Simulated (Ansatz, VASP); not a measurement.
**LiBr: VASP beside Ansatz**

The input INCAR:

```
SYSTEM = LiBr
  PREC = Accurate
  ENCUT = 520
  EDIFF = 1E-7
  ISMEAR = -1
  SIGMA = 0.05
  LREAL = .False.
  LASPH = .True.
  NELM = 60
  ALGO = Normal
  ISIF = 2
  LWAVE = .False.
  LCHARG = .False.
  GGA = PE
  NBANDS = 12
```

KPOINTS

```
Automatic mesh
0
Gamma
  8 8 8
  0 0 0
```

File POSCAR:

```
LiBr
1.0
    0.0000000000      2.7321887055      2.7321887055
    2.7321887055      0.0000000000      2.7321887055
    2.7321887055      2.7321887055      0.0000000000
Br Li
1 1
Direct
    0.5000000000      0.5000000000      0.5000000000
    0.0000000000      0.0000000000      0.0000000000
```

File input.yaml:

```yaml
crystal:
  lattice:
    - [0.0, 2.7321887055, 2.7321887055]
    - [2.7321887055, 0.0, 2.7321887055]
    - [2.7321887055, 2.7321887055, 0.0]
  atoms:
    - { symbol: Br, position: [0.5, 0.5, 0.5] }
    - { symbol: Li, position: [0.0, 0.0, 0.0] }
hamiltonian:
  xc: pbe
  pseudopotentials: { kind: paw }
kpoints:
  mp_grid: { grid: [8, 8, 8] }
scf:
  occupations: { method: fermi_dirac, width: 0.05 }
output:
  forces: true
  stress: true
  eigenvalues: true
```

Change from the starting cell: volume scaled by 0.98.

Alike in both runs: task single point; functional PBE; k mesh 8 × 8 × 8; occupations fermi-dirac, width 0.05 eV; no spin polarisation.

|  | VASP | Ansatz |
| --- | --- | --- |
| version | VASP 6.6.1 | Ansatz 0.2.0 |
| potentials or method | VASP PAW PBE potentials, release 64 (Br, Li_sv) | Ansatz PAW |
| plane-wave cutoff (eV) | 520 | 420 |
| valence electrons in the cell | 10 | 10 |

Ansatz gave:

* gap on the k mesh at the Fermi level (eV): 5.03
* least direct gap on the mesh (eV): 5.03

Estimate VASP's values.

gap on the k mesh at the Fermi level (eV): 5.04; least direct gap on the mesh (eV): 5.04.
